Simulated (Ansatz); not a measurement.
# GaAs: the cost of one run

Method: DFT PBE, scalar-relativistic, plane waves, PAW, in Ansatz 0.2.0.

## Step 1: The system as given

Symmetry: F-43m, No. 216, cubic system. Conventional cell: a = 5.654 Å, b = 5.654 Å, c = 5.654 Å, α = 90.00°, β = 90.00°, γ = 90.00°. Around Ga (site symmetry -43m) lie 4 As at 2.45 Å. As (site symmetry -43m) has 4 Ga at 2.45 Å as nearest neighbours.

Coordinates:

```
Ga As
1.0
     0.00000    2.82685    2.82685
     2.82685    0.00000    2.82685
     2.82685    2.82685    0.00000
Ga As
1 1
Cartesian
  0.0000 0.0000 0.0000
  1.4134 1.4134 1.4134
```

The structure comes from the Crystallography Open Database.

(A quick probe on a coarse mesh, which set the mesh and smearing, is not shown.)

## Step 3: Full relaxation

input.yaml

```yaml
crystal:
  lattice:
    - [0.0, 2.82685, 2.82685]
    - [2.82685, 0.0, 2.82685]
    - [2.82685, 2.82685, 0.0]
  atoms:
    - { symbol: Ga, position: [0.0, 0.0, 0.0] }
    - { symbol: As, position: [0.25, 0.25, 0.25] }
basis:
  ecutwfc: 420
kpoints:
  mp_grid: { grid: [12, 12, 12] }
hamiltonian:
  xc: pbe
scf:
  occupations: { method: gaussian, width: 0.02 }
output:
  forces: true
  stress: true
  eigenvalues: true
  write_density: true
  write_potential: true
  elf: true
  volumetric_format: npy
relax:
  adjacent_minimum: "off"
  f_tol: 0.005
  max_steps: 80
  cell: { stress_tol: 0.05 }
```

Run with:

```bash
ansatz run input.yaml --threads 2 --pin off --max-ram 5120MiB --backend cpu --events-out ev --progress --plain --runs-dir out
```

Q: Estimate wall time and peak memory on 2 threads of Intel Xeon 6975P-C (Granite Rapids), shared host.

About 16 s, with a peak of 0.45 GiB.
